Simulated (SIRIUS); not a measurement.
# CdSe (Cadmoselite) (P6_3mc) in SIRIUS: band structure with PBE

Aim: the band structure of CdSe (Cadmoselite) with PBE.

All numbers are computed with SIRIUS 7.12.0; they aren't measurements. Logs are shortened: lines on timing, memory, paths and dates and some standing lists are left out, and cuts for length are marked. The log counts tension as positive stress, the text compression.

**Measured values to compare with.**

A printed reference work, data compilation reports, for a bulk crystal of CdSe at 2 K: band gap 1.841 eV.

The runs below are set against these values where they give the same quantity.

## (1) The structure

Symmetry: P6_3mc, No. 186, hexagonal system. Conventional cell: a = 4.300 Å, b = 4.300 Å, c = 7.020 Å, α = 90.00°, β = 90.00°, γ = 120.00°. Cd (site symmetry 3m) has 4 Se at 2.61 to 2.70 Å as nearest neighbours. Around Se (site symmetry 3m) lie 4 Cd at 2.61 to 2.70 Å.

## (2) Band structure, PBE

sirius.json

```json
{
  "control": {
    "processing_unit": "cpu",
    "std_evp_solver_name": "lapack",
    "gen_evp_solver_name": "lapack",
    "verbosity": 2,
    "print_forces": true,
    "ortho_rf": true,
    "use_second_variation": true,
    "rmt_max": 3.0,
    "num_bands_to_print": 24,
    "save_wf": true
  },
  "parameters": {
    "electronic_structure_method": "full_potential_lapwlo",
    "xc_functionals": ["XC_GGA_X_PBE", "XC_GGA_C_PBE"],
    "core_relativity": "dirac",
    "valence_relativity": "koelling_harmon",
    "num_fv_states": 51,
    "smearing": "fermi_dirac",
    "smearing_width": 0.0018374661,
    "pw_cutoff": 20,
    "gk_cutoff": 3.57,
    "lmax_apw": 10,
    "lmax_rho": 8,
    "lmax_pot": 8,
    "num_mag_dims": 0,
    "auto_rmt": 0,
    "ngridk": [7, 7, 4],
    "shiftk": [0, 0, 0],
    "num_dft_iter": 80,
    "energy_tol": 1e-07,
    "density_tol": 1e-05,
    "use_symmetry": true
  },
  "settings": {"tol_ne": 1e-10},
  "iterative_solver": {"type": "exact"},
  "mixer": {"type": "anderson", "beta": 0.5, "max_history": 8},
  "unit_cell": {
    "lattice_vectors": [[8.1258223359, 0.0, 0.0], [-4.0629111679, 7.0371685696, 0.0], [0.0, 0.0, 13.2658773949]],
    "atom_types": ["Cd", "Se"],
    "atom_files": {"Cd": "Cd.json", "Se": "Se.json"},
    "atoms": {
      "Cd": [[0.6666666667, 0.3333333333, 0.5], [0.3333333333, 0.6666666667, 0.0]],
      "Se": [[0.6666666667, 0.3333333333, 0.885], [0.3333333333, 0.6666666667, 0.385]]
    }
  }
}
```

Cd.json

```json
{
  "name": "cadmium",
  "symbol": "Cd",
  "number": 48,
  "mass": 112.411,
  "rmin": 1e-06,
  "rmt": 2.5,
  "nrmt": 800,
  "rinf": 14.45,
  "core": "1s2s2p3s3p3d",
  "valence": [
    {"basis": [{"enu": -0.1, "dme": 0, "n": 0, "auto": 0}, {"enu": -0.1, "dme": 1, "n": 0, "auto": 0}]},
    {"l": 0, "n": 1, "basis": [{"enu": 0.0, "dme": 0, "n": 0, "auto": 0}]},
    {"l": 1, "n": 2, "basis": [{"enu": 0.0, "dme": 0, "n": 0, "auto": 0}]},
    {"l": 2, "n": 3, "basis": [{"enu": -0.0602, "dme": 0, "n": 0, "auto": 0}]},
    {"l": 3, "n": 4, "basis": [{"enu": 0.0, "dme": 0, "n": 0, "auto": 0}]}
  ],
  "lo": [
    {"l": 0, "basis": [{"enu": 0.0, "dme": 0, "n": 0, "auto": 0}, {"enu": 0.0, "dme": 1, "n": 0, "auto": 0}]},
    {
      "l": 0,
      "basis": [{"enu": -3.6589, "dme": 0, "n": 4, "auto": 1}, {"enu": -3.6589, "dme": 1, "n": 4, "auto": 1}]
    },
    {"l": 0, "basis": [{"enu": -3.6589, "dme": 1, "n": 4, "auto": 1}, {"enu": 0.0, "dme": 0, "n": 0, "auto": 0}]},
    {"l": 0, "basis": [{"enu": 0.0, "dme": 0, "n": 0, "auto": 0}, {"enu": 2.56, "dme": 0, "n": 0, "auto": 0}]},
    {"l": 1, "basis": [{"enu": 0.0, "dme": 0, "n": 0, "auto": 0}, {"enu": 0.0, "dme": 1, "n": 0, "auto": 0}]},
    {
      "l": 1,
      "basis": [{"enu": -2.2396, "dme": 0, "n": 4, "auto": 1}, {"enu": -2.2396, "dme": 1, "n": 4, "auto": 1}]
    },
    {"l": 1, "basis": [{"enu": -2.2396, "dme": 1, "n": 4, "auto": 1}, {"enu": 0.0, "dme": 0, "n": 0, "auto": 0}]},
    {"l": 1, "basis": [{"enu": 0.0, "dme": 0, "n": 0, "auto": 0}, {"enu": 2.944, "dme": 0, "n": 0, "auto": 0}]},
    {
      "l": 2,
      "basis": [{"enu": -0.0602, "dme": 0, "n": 0, "auto": 0}, {"enu": -0.0602, "dme": 1, "n": 0, "auto": 0}]
    },
    {
      "l": 2,
      "basis": [{"enu": -0.0602, "dme": 1, "n": 0, "auto": 0}, {"enu": -0.0602, "dme": 2, "n": 0, "auto": 0}]
    },
    {
      "l": 2,
      "basis": [{"enu": -0.0602, "dme": 0, "n": 0, "auto": 0}, {"enu": 2.4358, "dme": 0, "n": 0, "auto": 0}]
    },
    {"l": 3, "basis": [{"enu": 0.0, "dme": 0, "n": 0, "auto": 0}, {"enu": 0.0, "dme": 1, "n": 0, "auto": 0}]},
    {"l": 3, "basis": [{"enu": 0.0, "dme": 0, "n": 0, "auto": 0}, {"enu": 2.784, "dme": 0, "n": 0, "auto": 0}]}
  ],
  "free_atom": [... radial grid and density of the free atom, the start of the SCF ...]
}
```

Se.json

```json
{
  "name": "selenium",
  "symbol": "Se",
  "number": 34,
  "mass": 78.96,
  "rmin": 1e-06,
  "rmt": 2.35,
  "nrmt": 800,
  "rinf": 13.6,
  "core": "1s2s2p3s",
  "valence": [
    {"basis": [{"enu": -0.1, "dme": 0, "n": 0, "auto": 0}, {"enu": -0.1, "dme": 1, "n": 0, "auto": 0}]},
    {"l": 0, "n": 1, "basis": [{"enu": -0.1483, "dme": 0, "n": 0, "auto": 0}]},
    {"l": 1, "n": 2, "basis": [{"enu": 0.0, "dme": 0, "n": 0, "auto": 0}]},
    {"l": 2, "n": 3, "basis": [{"enu": 0.0, "dme": 0, "n": 0, "auto": 0}]},
    {"l": 3, "n": 4, "basis": [{"enu": 0.0, "dme": 0, "n": 0, "auto": 0}]}
  ],
  "lo": [
    {
      "l": 0,
      "basis": [{"enu": -0.1483, "dme": 0, "n": 0, "auto": 0}, {"enu": -0.1483, "dme": 1, "n": 0, "auto": 0}]
    },
    {
      "l": 0,
      "basis": [{"enu": -0.1483, "dme": 1, "n": 0, "auto": 0}, {"enu": -0.1483, "dme": 2, "n": 0, "auto": 0}]
    },
    {
      "l": 0,
      "basis": [{"enu": -0.1483, "dme": 0, "n": 0, "auto": 0}, {"enu": 2.0246, "dme": 0, "n": 0, "auto": 0}]
    },
    {"l": 1, "basis": [{"enu": 0.0, "dme": 0, "n": 0, "auto": 0}, {"enu": 0.0, "dme": 1, "n": 0, "auto": 0}]},
    {
      "l": 1,
      "basis": [{"enu": -5.3606, "dme": 0, "n": 3, "auto": 1}, {"enu": -5.3606, "dme": 1, "n": 3, "auto": 1}]
    },
    {"l": 1, "basis": [{"enu": -5.3606, "dme": 1, "n": 3, "auto": 1}, {"enu": 0.0, "dme": 0, "n": 0, "auto": 0}]},
    {"l": 1, "basis": [{"enu": 0.0, "dme": 0, "n": 0, "auto": 0}, {"enu": 3.3318, "dme": 0, "n": 0, "auto": 0}]},
    {"l": 2, "basis": [{"enu": 0.0, "dme": 0, "n": 0, "auto": 0}, {"enu": 0.0, "dme": 1, "n": 0, "auto": 0}]},
    {
      "l": 2,
      "basis": [{"enu": -1.7195, "dme": 0, "n": 3, "auto": 1}, {"enu": -1.7195, "dme": 1, "n": 3, "auto": 1}]
    },
    {"l": 2, "basis": [{"enu": -1.7195, "dme": 1, "n": 3, "auto": 1}, {"enu": 0.0, "dme": 0, "n": 0, "auto": 0}]},
    {"l": 2, "basis": [{"enu": 0.0, "dme": 0, "n": 0, "auto": 0}, {"enu": 3.7664, "dme": 0, "n": 0, "auto": 0}]},
    {"l": 3, "basis": [{"enu": 0.0, "dme": 0, "n": 0, "auto": 0}, {"enu": 0.0, "dme": 1, "n": 0, "auto": 0}]},
    {"l": 3, "basis": [{"enu": 0.0, "dme": 0, "n": 0, "auto": 0}, {"enu": 3.1507, "dme": 0, "n": 0, "auto": 0}]}
  ],
  "free_atom": [... radial grid and density of the free atom, the start of the SCF ...]
}
```

sirius_start.json

```json
{
  "control": {
    "processing_unit": "cpu",
    "std_evp_solver_name": "lapack",
    "gen_evp_solver_name": "lapack",
    "verbosity": 1,
    "print_forces": false,
    "ortho_rf": true,
    "use_second_variation": true,
    "rmt_max": 3.0,
    "num_bands_to_print": 24,
    "save_wf": false
  },
  "parameters": {
    "electronic_structure_method": "full_potential_lapwlo",
    "xc_functionals": ["XC_LDA_X", "XC_LDA_C_PW"],
    "core_relativity": "dirac",
    "valence_relativity": "koelling_harmon",
    "num_fv_states": 51,
    "smearing": "fermi_dirac",
    "smearing_width": 0.0055123983,
    "pw_cutoff": 20,
    "gk_cutoff": 2.86,
    "lmax_apw": 10,
    "lmax_rho": 8,
    "lmax_pot": 8,
    "num_mag_dims": 0,
    "auto_rmt": 0,
    "ngridk": [3, 3, 2],
    "shiftk": [0, 0, 0],
    "num_dft_iter": 30,
    "energy_tol": 0.01,
    "density_tol": 0.05,
    "use_symmetry": true
  },
  "settings": {"tol_ne": 1e-10},
  "iterative_solver": {"type": "exact"},
  "mixer": {"type": "anderson", "beta": 0.5, "max_history": 8},
  "unit_cell": {
    "lattice_vectors": [[8.1258223359, 0.0, 0.0], [-4.0629111679, 7.0371685696, 0.0], [0.0, 0.0, 13.2658773949]],
    "atom_types": ["Cd", "Se"],
    "atom_files": {"Cd": "Cd.json", "Se": "Se.json"},
    "atoms": {
      "Cd": [[0.6666666667, 0.3333333333, 0.5], [0.3333333333, 0.6666666667, 0.0]],
      "Se": [[0.6666666667, 0.3333333333, 0.885], [0.3333333333, 0.6666666667, 0.385]]
    }
  }
}
```

sirius_bands.json

```json
{
  "control": {
    "processing_unit": "cpu",
    "std_evp_solver_name": "lapack",
    "gen_evp_solver_name": "lapack",
    "verbosity": 2,
    "print_forces": true,
    "ortho_rf": true,
    "use_second_variation": true,
    "rmt_max": 3.0,
    "num_bands_to_print": 24,
    "save_wf": true
  },
  "parameters": {
    "electronic_structure_method": "full_potential_lapwlo",
    "xc_functionals": ["XC_GGA_X_PBE", "XC_GGA_C_PBE"],
    "core_relativity": "dirac",
    "valence_relativity": "koelling_harmon",
    "num_fv_states": 51,
    "smearing": "fermi_dirac",
    "smearing_width": 0.0018374661,
    "pw_cutoff": 20,
    "gk_cutoff": 3.57,
    "lmax_apw": 10,
    "lmax_rho": 8,
    "lmax_pot": 8,
    "num_mag_dims": 0,
    "auto_rmt": 0,
    "ngridk": [7, 7, 4],
    "shiftk": [0, 0, 0],
    "num_dft_iter": 80,
    "energy_tol": 1e-07,
    "density_tol": 1e-05,
    "use_symmetry": true
  },
  "settings": {"tol_ne": 1e-10},
  "iterative_solver": {"type": "exact"},
  "mixer": {"type": "anderson", "beta": 0.5, "max_history": 8},
  "unit_cell": {
    "lattice_vectors": [[8.1258223359, 0.0, 0.0], [-4.0629111679, 7.0371685696, 0.0], [0.0, 0.0, 13.2658773949]],
    "atom_types": ["Cd", "Se"],
    "atom_files": {"Cd": "Cd.json", "Se": "Se.json"},
    "atoms": {
      "Cd": [[0.6666666667, 0.3333333333, 0.5], [0.3333333333, 0.6666666667, 0.0]],
      "Se": [[0.6666666667, 0.3333333333, 0.885], [0.3333333333, 0.6666666667, 0.385]]
    }
  },
  "kpoints_rel": {
    "G": [0.0, 0.0, 0.0],
    "A": [0.0, 0.0, 0.5],
    "H": [0.3333333333, 0.3333333333, 0.5],
    "K": [0.3333333333, 0.3333333333, 0.0],
    "L": [0.5, 0.0, 0.5],
    "M": [0.5, 0.0, 0.0]
  },
  "kpoints_path": ["G", "M", "K", "G", "A", "L", "H", "A"]
}
```

Potentials or basis: all-electron FP-LAPW (Koelling-Harmon valence), apw+lo standard.

On the command line:

```console
$ OMP_NUM_THREADS=1 sirius.scf --input=sirius_start.json --output=start.json
$ OMP_NUM_THREADS=1 sirius.scf --input=sirius.json --output=output.json --task=1
$ OMP_NUM_THREADS=1 sirius.scf --input=sirius_bands.json --output=bands_out.json --task=2
```

Standard output:

```text
[info] SIRIUS version : 7.12.0
[info] number of MPI ranks           : 1
[info] MPI grid                      : 1 1
[info] maximum number of OMP threads : 1
[fft] FFT context for density and potential
[fft] =====================================
[fft]   plane wave cutoff                     : 20
[fft]   grid size                             : 54 54 90   total : 262440
[fft]   grid limits                           : -26 27   -26 27   -44 45
[fft]   number of G-vectors within the cutoff : 102529
[fft]   number of G-shells                    : 4960
[fft] FFT context for coarse grid
[fft] =====================================
[fft]   plane wave cutoff                     : 7.14
[fft]   grid size                             : 24 24 36   total : 20736
[fft]   grid limits                           : -11 12   -11 12   -17 18
[fft]   number of G-vectors within the cutoff : 4633
[fft]   number of G-shells                    : 286
[unit cell] lattice vectors
[unit cell]   a1 :       8.1258223359      0.0000000000      0.0000000000
[unit cell]   a2 :      -4.0629111679      7.0371685696      0.0000000000
[unit cell]   a3 :       0.0000000000      0.0000000000     13.2658773949
[unit cell] reciprocal lattice vectors
[unit cell]   b1 :       0.7732368550      0.4464285064     -0.0000000000
[unit cell]   b2 :       0.0000000000      0.8928570127      0.0000000000
[unit cell]   b3 :       0.0000000000     -0.0000000000      0.4736351106
[unit cell] unit cell volume :       758.57976907 [a.u.^3]
[unit cell] 1/sqrt(omega)    :         0.03630775
[unit cell] MT volume        :       239.62288526 (31.59%)
[unit cell] IT volume        :       518.95688381 (68.41%)
[unit cell] number of atom types : 2
[unit cell] type id : 0 symbol : Cd mt_radius :   2.500000 num_atoms : 2
[unit cell] type id : 1 symbol : Se mt_radius :   2.350000 num_atoms : 2
[unit cell] total number of atoms : 4
[unit cell] number of symmetry classes : 2
[... 438 lines left out ...]
wrong number of electrons
  obtained value : 164
  target value : 164
  difference : 2.78204e-05
  total core leakage : 7.88601e-06
    atom class : 0, core leakage : 1.20759e-09
    atom class : 1, core leakage : 3.9418e-06
[find] Charges and magnetic moments
[find] --------------------------------------------------------------------------------
[find] atom      charge    core leakage
[find] --------------------------------------------------------------------------------
[find]    0   46.445828    1.207589e-09
[find]    1   46.445828    1.207589e-09
[find]    2   32.400588    3.941799e-06
[find]    3   32.400588    3.941799e-06
[find] total core leakage    : 7.88601357e-06
[find] interstitial charge   : 6.307140
[find] total charge          : 163.999972
[find] Energy
[find] --------------------------------------------------------------------------------
[find] valence_eval_sum               :    -141.48599194
[find] core_eval_sum                  :   -9402.53282891
[find] kinetic energy                 :   16708.10102672
[find] enuc                           :  -19465.56639170
[find] <rho|V^{XC}>                   :    -633.02096846
[find] <rho|E^{XC}>                   :    -485.63335765
[find] <mag|B^{XC}>                   :       0.00000000
[find] <rho|V^{H}>                    :  -25619.09887911
[find] smearing (-TS)                 :      -0.00000057
[find] SCF correction                 :       0.00007705
[find] Total energy                   :  -16052.64808514 (Ha),  -32105.29617027 (Ry)
[find] Free energy (E-TS)             :  -16052.64808571 (Ha),  -32105.29617142 (Ry)
[find] band gap (eV)                  :       0.69764584
[find] Efermi                         :       0.11337843
[ground_state]
[ground_state] ==== total Forces in Ha/bohr =====
[ground_state] atom:    0, force:       0.0000000     -0.0000000      0.0055056
[ground_state] atom:    1, force:       0.0000000      0.0000000      0.0055056
[ground_state] atom:    2, force:       0.0000000     -0.0000000     -0.0054939
[ground_state] atom:    3, force:       0.0000000      0.0000000     -0.0054939
[ground_state] ==== contribution from density =====
[ground_state] atom:    0, force:       0.0000000     -0.0000000      0.0769151
[ground_state] atom:    1, force:       0.0000000      0.0000000      0.0769151
[ground_state] atom:    2, force:      -0.0000000      0.0000000      0.0334519
[ground_state] atom:    3, force:       0.0000000      0.0000000      0.0334519
[ground_state] ==== contribution from Hartree potential =====
[ground_state] atom:    0, force:       0.0000000     -0.0000000     -0.0593255
[ground_state] atom:    1, force:      -0.0000000      0.0000000     -0.0593255
[ground_state] atom:    2, force:       0.0000000     -0.0000000     -0.0491969
[ground_state] atom:    3, force:       0.0000000      0.0000000     -0.0491969
[ground_state] ==== contribution from IBS =====
[ground_state] atom:    0, force:       0.0000000     -0.0000000     -0.0120840
[ground_state] atom:    1, force:       0.0000000      0.0000000     -0.0120840
[ground_state] atom:    2, force:       0.0000000     -0.0000000      0.0102510
[ground_state] atom:    3, force:       0.0000000      0.0000000      0.0102510
```

It took 4.9 min on 1 thread of Arm Neoverse V1, shared host; peak memory 0.83 GiB.

Results:

| Property | Result |
| --- | --- |
| Free energy | -436814.8073 eV |
| Largest force | 0.283 eV/Å |
| Band gap on the k mesh | 0.70 eV, direct |
| Band gap along the path | 0.70 eV, direct |
| All electrons inside the program's atomic spheres | Cd 46.45; Se 32.40 (radii Cd 2.5, Se 2.35 bohr) |

Forces on the atoms (eV/Å):
```
Cd   0.000  0.000  0.283
Cd   0.000  0.000  0.283
Se   0.000  0.000 -0.283
Se   0.000  0.000 -0.283
```

Levels at the corners of the path, in eV from the valence-band top:
```
point  band 40  band 41  band 42  band 43  band 44  band 45
    Γ    -0.01     0.00     0.00     0.70     2.12     5.88
    M    -1.86    -1.24    -0.83     3.23     3.31     4.81
    K    -1.79    -1.79    -1.78     4.40     4.80     4.80
    Γ    -0.01     0.00     0.00     0.70     2.12     5.88
    A    -0.37    -0.37    -0.37     2.33     2.33     5.82
    L    -1.38    -1.29    -1.29     2.99     2.99     4.79
    H    -2.48    -1.06    -1.06     3.80     3.80     5.92
    A    -0.37    -0.37    -0.37     2.33     2.33     5.82
```

## (3) How close it comes

Step 2. Against the measured gap of CdSe, 1.841 eV (2 K; a printed reference work, data compilation), the calculated 0.70 eV is off by -1.14 eV. So large a miss can be the level of theory's own, or it may mean another phase, state or a wrong row. Spin-orbit coupling on Cd, Se is left out. The value is that of PBE, without temperature or zero-point motion. Semilocal functionals fall short of measured gaps as a rule.
